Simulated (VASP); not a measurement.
# MgO (Fm-3m) in VASP: convergence with k mesh

Aim: find how far k mesh must go before the results for MgO settle, at PBE. This setting moves, with any that are tied to it; all else stays.

All numbers are computed with VASP 6.6.1; they aren't measurements. Logs are shortened: lines on timing, memory, paths and dates and some standing lists are left out, and cuts for length are marked.

## 1. The structure

The structure is cubic, space group Fm-3m (No. 225). The conventional cell has a = 4.194 Å, b = 4.194 Å, c = 4.194 Å, α = 90.00°, β = 90.00°, γ = 90.00°. Mg (site symmetry m-3m) has 6 O at 2.10 Å as nearest neighbours. Around O (site symmetry m-3m) lie 6 Mg at 2.10 Å.

The cell is a database's computed one.

## 2. With k mesh 3 × 3 × 3

Contents of INCAR:

```
ALGO = Normal ; EDIFF = 1E-7
ENCUT = 520 ; GGA = PE
ISIF = 2 ; ISMEAR = 0
LASPH = True ; LCHARG = False
LREAL = False ; LWAVE = False
NBANDS = 11 ; NELM = 60
PREC = Accurate ; SIGMA = 0.02
```

Contents of KPOINTS:

```
k-points
0
Gamma
  3 3 3
```

Contents of POSCAR:

```
MgO
1.0
    0.0000000000      2.0970013927      2.0970013927
    2.0970013927      0.0000000000      2.0970013927
    2.0970013927      2.0970013927      0.0000000000
Mg O
1 1
Direct
    0.0000000000      0.0000000000      0.0000000000
    0.5000000000      0.5000000000      0.5000000000
```

Potentials or basis: VASP PAW PBE potentials, release 64 (Mg, O).

Command:

```sh
$ cat potpaw_PBE.64/Mg/POTCAR potpaw_PBE.64/O/POTCAR > POTCAR
$ mpirun -np 1 vasp_std > vasp.out
```

Wall time 1.9 s (1 thread of Intel Xeon 6975P-C (Granite Rapids), shared host); peak memory 0.13 GiB.

What came out:

```
Free energy            : -11.8052 eV
Pressure               : 6.7 GPa
Band gap on the k mesh : 4.81 eV, direct
```

## 3. With k mesh 4 × 4 × 4

INCAR is that of step 2.

Contents of KPOINTS:

```
k-points
0
Gamma
  4 4 4
```

POSCAR is that of step 2.

Potentials or basis: VASP PAW PBE potentials, release 64 (Mg, O).

Command:

```sh
$ cat potpaw_PBE.64/Mg/POTCAR potpaw_PBE.64/O/POTCAR > POTCAR
$ mpirun -np 1 vasp_std > vasp.out
```

Run time: 2 s. Hardware: 1 thread of Intel Xeon 6975P-C (Granite Rapids), shared host; peak memory 0.14 GiB.

What came out:

```yaml
Free_energy: -11.8849 eV
Pressure: 6.2 GPa
Band_gap_on_the_k_mesh: 4.85 eV, direct
```

## 4. With k mesh 5 × 5 × 5

INCAR is that of step 3.

Contents of KPOINTS:

```
k-points
0
Gamma
  5 5 5
```

POSCAR is that of step 3.

Command:

```sh
$ cat potpaw_PBE.64/Mg/POTCAR potpaw_PBE.64/O/POTCAR > POTCAR
$ mpirun -np 1 vasp_std > vasp.out
```

Run time: 2.2 s. Hardware: 1 thread of Intel Xeon 6975P-C (Granite Rapids), shared host; peak memory 0.13 GiB.

Results:

- Free energy: -11.8956 eV
- Pressure: 6.2 GPa
- Band gap on the k mesh: 4.85 eV, direct

## 5. With k mesh 6 × 6 × 6

INCAR is that of step 4.

Contents of KPOINTS:

```
k-points
0
Gamma
  6 6 6
```

POSCAR is that of step 4.

Command:

```sh
$ cat potpaw_PBE.64/Mg/POTCAR potpaw_PBE.64/O/POTCAR > POTCAR
$ mpirun -np 1 vasp_std > vasp.out
```

Wall time 2.6 s (1 thread of Intel Xeon 6975P-C (Granite Rapids), shared host); peak memory 0.14 GiB.

Results:

- Free energy: -11.8973 eV
- Pressure: 6.2 GPa
- Band gap on the k mesh: 4.85 eV, direct

## 6. With k mesh 8 × 8 × 8

INCAR is that of step 5.

Contents of KPOINTS:

```
k-points
0
Gamma
  8 8 8
```

POSCAR is that of step 5.

Potentials or basis: VASP PAW PBE potentials, release 64 (Mg, O).

Command:

```sh
$ cat potpaw_PBE.64/Mg/POTCAR potpaw_PBE.64/O/POTCAR > POTCAR
$ mpirun -np 1 vasp_std > vasp.out
```

Wall time 3.3 s (1 thread of Intel Xeon 6975P-C (Granite Rapids), shared host); peak memory 0.14 GiB.

What came out:

```
Free energy            : -11.8977 eV
Pressure               : 6.2 GPa
Band gap on the k mesh : 4.85 eV, direct
```

## 7. With k mesh 10 × 10 × 10

INCAR is that of step 6.

Contents of KPOINTS:

```
k-points
0
Gamma
  10 10 10
```

POSCAR is that of step 6.

Command:

```sh
$ cat potpaw_PBE.64/Mg/POTCAR potpaw_PBE.64/O/POTCAR > POTCAR
$ mpirun -np 1 vasp_std > vasp.out
```

Run time: 4.3 s. Hardware: 1 thread of Intel Xeon 6975P-C (Granite Rapids), shared host; peak memory 0.14 GiB.

Results:

| Quantity | Value |
| --- | --- |
| Free energy | -11.8977 eV |
| Pressure | 6.2 GPa |
| Band gap on the k mesh | 4.85 eV, direct |

## 8. With k mesh 12 × 12 × 12

INCAR is that of step 7.

Contents of KPOINTS:

```
k-points
0
Gamma
  12 12 12
```

POSCAR is that of step 7.

Command:

```sh
$ cat potpaw_PBE.64/Mg/POTCAR potpaw_PBE.64/O/POTCAR > POTCAR
$ mpirun -np 1 vasp_std > vasp.out
```

It took 5.7 s on 1 thread of Intel Xeon 6975P-C (Granite Rapids), shared host; peak memory 0.15 GiB.

What came out:

```yaml
Free_energy: -11.8977 eV
Pressure: 6.2 GPa
Band_gap_on_the_k_mesh: 4.85 eV, direct
```

## 9. With k mesh 15 × 15 × 15

INCAR is that of step 8.

Contents of KPOINTS:

```
k-points
0
Gamma
  15 15 15
```

POSCAR is that of step 8.

Potentials or basis: VASP PAW PBE potentials, release 64 (Mg, O).

Command:

```sh
$ cat potpaw_PBE.64/Mg/POTCAR potpaw_PBE.64/O/POTCAR > POTCAR
$ mpirun -np 1 vasp_std > vasp.out
```

OUTCAR:

```text
EDIFF = 1E-7
   ENCUT = 520
   GGA = PE
   ISIF = 2
   ISMEAR = 0
   LASPH = True
   LREAL = False
   NELM = 60
   PREC = Accurate

 ion  position               nearest neighbor table
   1  0.000  0.000  0.000-   2 2.10   2 2.10   2 2.10   2 2.10   2 2.10   2 2.10
   2  0.500  0.500  0.500-   1 2.10   1 2.10   1 2.10   1 2.10   1 2.10   1 2.10

  LATTYP: Found a face centered cubic cell.
 ALAT       =     4.1940027854

  Lattice vectors:

 A1 = (   0.0000000000,   2.0970013927,   2.0970013927)
 A2 = (   2.0970013927,   0.0000000000,   2.0970013927)
 A3 = (   2.0970013927,   2.0970013927,   0.0000000000)

Analysis of symmetry for initial positions (statically):
=====================================================================
 Subroutine PRICEL returns:
 Original cell was already a primitive cell.

 Routine SETGRP: Setting up the symmetry group for a
 face centered cubic supercell.

 Subroutine GETGRP returns: Found 48 space group operations
 (whereof 48 operations were pure point group operations)
 out of a pool of 48 trial point group operations.

The static configuration has the point symmetry O_h .

Analysis of symmetry for dynamics (positions and initial velocities):
=====================================================================
 Subroutine PRICEL returns:
 Original cell was already a primitive cell.

 Routine SETGRP: Setting up the symmetry group for a
 face centered cubic supercell.

 Subroutine GETGRP returns: Found 48 space group operations
 (whereof 48 operations were pure point group operations)
 out of a pool of 48 trial point group operations.

The dynamic configuration has the point symmetry O_h .

 Subroutine INISYM returns: Found 48 space group operations
 (whereof 48 operations are pure point group operations),
 and found     1 'primitive' translations

----------------------------------------------------------------------------------------

                                     Primitive cell

  volume of cell :      18.4428

  direct lattice vectors                    reciprocal lattice vectors
     0.000000000  2.097001393  2.097001393    -0.238435702  0.238435702  0.238435702
     2.097001393  0.000000000  2.097001393     0.238435702 -0.238435702  0.238435702
     2.097001393  2.097001393  0.000000000     0.238435702  0.238435702 -0.238435702

  length of vectors
     2.965607810  2.965607810  2.965607810     0.412982751  0.412982751  0.412982751

  position of ions in fractional coordinates (direct lattice)
     0.000000000  0.000000000  0.000000000
     0.500000000  0.500000000  0.500000000

  ion indices of the primitive-cell ions
   primitive index   ion index
                 1           1
                 2           2

----------------------------------------------------------------------------------------

 KPOINTS: k-points

Automatic generation of k-mesh.
 Grid dimensions read from file:
 generate k-points for:   15   15   15

 Generating k-lattice:

  Cartesian coordinates                     Fractional coordinates (reciprocal lattice)
    -0.015895713  0.015895713  0.015895713     0.066666667  0.000000000  0.000000000
     0.015895713 -0.015895713  0.015895713     0.000000000  0.066666667  0.000000000
     0.015895713  0.015895713 -0.015895713     0.000000000  0.000000000  0.066666667

  Length of vectors
     0.027532183  0.027532183  0.027532183

  Shift w.r.t. Gamma in fractional coordinates (k-lattice)
     0.000000000  0.000000000  0.000000000

 Subroutine IBZKPT returns following result:
 ===========================================

 Found    120 irreducible k-points:

 Following reciprocal coordinates:
            Coordinates               Weight
  0.000000  0.000000  0.000000      1.000000
  0.066667  0.000000  0.000000      8.000000
  0.133333  0.000000  0.000000      8.000000
  0.200000  0.000000  0.000000      8.000000
  0.266667  0.000000  0.000000      8.000000
  0.333333  0.000000  0.000000      8.000000
[... 16 lines left out ...]
  0.133333  0.133333  0.000000      6.000000
  0.200000  0.133333  0.000000     24.000000
 [... further k-points ...]
   k-points           NKPTS =    120   k-points in BZ     NKDIM =    120   number of bands    NBANDS=     11
   number of dos      NEDOS =    301   number of ions     NIONS =      2
   total plane-waves  NPLWV =  13824
   dimension x,y,z NGX =    24 NGY =   24 NGZ =   24
   dimension x,y,z NGXF=    48 NGYF=   48 NGZF=   48
   ions per type =               1   1
   NGX,Y,Z   is equivalent  to a cutoff of  13.45, 13.45, 13.45 a.u.
   NGXF,Y,Z  is equivalent  to a cutoff of  26.91, 26.91, 26.91 a.u.
 SYSTEM =  unknown system
   PREC   = accura    normal or accurate (medium, high low for compatibility)
   ISTART =      0    job   : 0-new  1-cont  2-samecut
   ICHARG =      2    charge: 1-file 2-atom 10-const
   ISPIN  =      1    spin polarized calculation?
   LNONCOLLINEAR =      F non collinear calculations
   LSORBIT =      F    spin-orbit coupling
   LASPH  =      T    aspherical Exc in radial PAW
   ENCUT  =  520.0 eV  38.22 Ry    6.18 a.u.   5.51  5.51  5.51*2*pi/ulx,y,z
   NELM   =     60;   NELMIN=  2; NELMDL= -5     # of ELM steps
   EDIFF  = 0.1E-06   stopping-criterion for ELM
   LREAL  =      F    real-space projection
   EDIFFG = 0.1E-05   stopping-criterion for IOM
   NSW    =      0    number of steps for IOM
   IBRION =     -1    ionic relax: 0-MD 1-quasi-New 2-CG
   NFREE  =      0    steps in history (QN), initial steepest desc. (CG)
   ISIF   =      2    stress and relaxation
   ISYM   =      2    0-nonsym 1-usesym 2-fastsym
   POTIM  = 0.5000    time-step for ionic-motion
   TEBEG  =    0.0;   TEEND  =   0.0 temperature during run
   PSTRESS=    0.0 pullay stress
   NELECT =       8.0000    total number of electrons
   NUPDOWN=      -1.0000    fix difference up-down
   EMIN   =  10.00;   EMAX   =-10.00  energy-range for DOS
   EFERMI =   0.00;   METHOD = LEGACY
   ISMEAR =     0;   SIGMA  =   0.02  broadening in eV -4-tet -1-fermi 0-gaus
   EFERMI_NEDOS =   21; number of points for ismear=-14 and -15
   IALGO  =     38    algorithm
   IMIX   =      4    mixing-type and parameters
     AMIX     =   0.40;   BMIX     =  1.00
     AMIX_MAG =   1.60;   BMIX_MAG =  1.00
  volume/ion in A,a.u.               =       9.22        62.23
  Fermi-wavevector in a.u.,A,eV,Ry     =   1.239261  2.341864 20.895389  1.535768
  Thomas-Fermi vector in A             =   2.373752
   LORBIT       =      0    0 simple, 1 ext, 2 COOP (PROOUT), +10 PAW based schemes
   GGA     = PE    functional components
   LHFCALC =     F    Hartree Fock is set to
   AEXX    =    0.0000 exact exchange contribution
   IVDW    =     0    specifies the selected vdW correction
   LEPSILON=     F    determine dielectric tensor
   LRPA    =     F    only Hartree local field effects (RPA)
 non-spin polarized calculation
 Gauss-broadening in eV      SIGMA  =   0.02
  energy-cutoff  :      520.00
  volume of cell :       18.44
 maximum number of plane-waves:       531
 NGX is ok and might be reduce to    24
   NGX = 11   NGY = 11   NGZ = 11

 number of electron       8.0000004 magnetization

 Free energy of the ion-electron system (eV)
  ---------------------------------------------------
  ext. energy  EPLUGINS =         0.00000000
  ---------------------------------------------------
  free energy    TOTEN  =       -11.89767225 eV

  energy without entropy =      -11.89767225  energy(sigma->0) =      -11.89767225

 E-fermi :   3.3988     XC(G=0): -11.1399

 val. band max:        3.2843161144   @ k =   0.0000   0.0000   0.0000
 cond. band min:       8.1372998359   @ k =   0.0000   0.0000   0.0000
 fundamental gap:      4.8529837215
 Fermi energy:         3.3988076188

 k-point     1 :       0.0000    0.0000    0.0000
  band No.  band energies     occupation
      1     -14.0458      2.00000
      2       3.2843      2.00000
      3       3.2843      2.00000
      4       3.2843      2.00000
      5       8.1373      0.00000
      6      19.1572      0.00000
      7      19.1572      0.00000
      8      19.1572      0.00000
      9      23.1080      0.00000
     10      24.8974      0.00000
     11      24.8974      0.00000
[... 309 lines left out ...]
 k-point    24 :       0.2000    0.1333    0.0000
  band No.  band energies     occupation
      1     -13.6398      2.00000
      2       1.5485      2.00000
      3       2.8866      2.00000
      4       2.8923      2.00000
      5      10.1319      0.00000
      6      16.0147      0.00000
      7      19.9684      0.00000
      8      20.0659      0.00000
      9      21.3130      0.00000
     10      25.4805      0.00000
     11      27.7301      0.00000

 [... further k-points ...]

------------------------ aborting loop because EDIFF is reached ----------------------------------------

  FORCE on cell =-STRESS in cart. coord.  units (eV):
  Direction    XX          YY          ZZ          XY          YZ          ZX
  --------------------------------------------------------------------------------------
  -------------------------------------------------------------------------------------
  Total        0.7127661      0.7127661      0.7127661     -0.0000000     -0.0000000      0.0000000
  in kB       61.9200735     61.9200735     61.9200735     -0.0000000     -0.0000000      0.0000000
  external PRESSURE =      61.9200735 kB  Pullay stress =       0.0000000 kB

 VOLUME and BASIS-vectors are now :
 -----------------------------------------------------------------------------
  energy-cutoff  :      520.00
  volume of cell :       18.44
      direct lattice vectors                 reciprocal lattice vectors
     0.000000000  2.097001393  2.097001393    -0.238435702  0.238435702  0.238435702
     2.097001393  0.000000000  2.097001393     0.238435702 -0.238435702  0.238435702
     2.097001393  2.097001393  0.000000000     0.238435702  0.238435702 -0.238435702

 POSITION                                       TOTAL-FORCE (eV/Angst)
 -----------------------------------------------------------------------------------
      0.00000      0.00000      0.00000        -0.000000     -0.000000      0.000000
      2.09700      2.09700      2.09700         0.000000      0.000000     -0.000000
 -----------------------------------------------------------------------------------
    total drift:                               -0.000000     -0.000000      0.000000

  FREE ENERGIE OF THE ION-ELECTRON SYSTEM (eV)
  ---------------------------------------------------
  free  energy   TOTEN  =       -11.8976722547 eV

  energy  without entropy=      -11.8976722547  energy(sigma->0) =      -11.89767225
```

It took 8.3 s on 1 thread of Intel Xeon 6975P-C (Granite Rapids), shared host; peak memory 0.15 GiB.

What came out:

```
Free energy            : -11.8977 eV
Pressure               : 6.2 GPa
Band gap on the k mesh : 4.85 eV, direct
```

## 10. Summary

```tsv
k mesh	energy less the tightest run, at zero smearing (meV/atom)	pressure (GPa)	gap on the mesh (eV)	SCF cycles	CPU time (s)	peak memory (GiB)
3 × 3 × 3	46.22	6.67	4.810	12	1.5	0.13
4 × 4 × 4	6.37	6.21	4.845	12	1.6	0.14
5 × 5 × 5	1.04	6.18	4.851	12	1.8	0.13
6 × 6 × 6	0.19	6.19	4.853	13	2.1	0.14
8 × 8 × 8	0.00	6.19	4.853	13	2.9	0.14
10 × 10 × 10	0.00	6.19	4.853	13	3.9	0.14
12 × 12 × 12	-0.01	6.19	4.853	13	5.3	0.15
15 × 15 × 15	0.00	6.19	4.853	13	7.9	0.15
```

Against the tightest run, the energy stays within 1 meV/atom from 6 × 6 × 6 on; the pressure stays within 0.1 GPa from 4 × 4 × 4 on; the gap on the mesh stays within 0.01 eV from 4 × 4 × 4 on. Meshes of other sizes hit other points, so gaps and Fermi surfaces needn't settle smoothly. The tightest run that finished is the yardstick and may itself not be fully converged.

Caveats: an odd mesh through Γ misses points on the zone boundary, where band edges often lie.
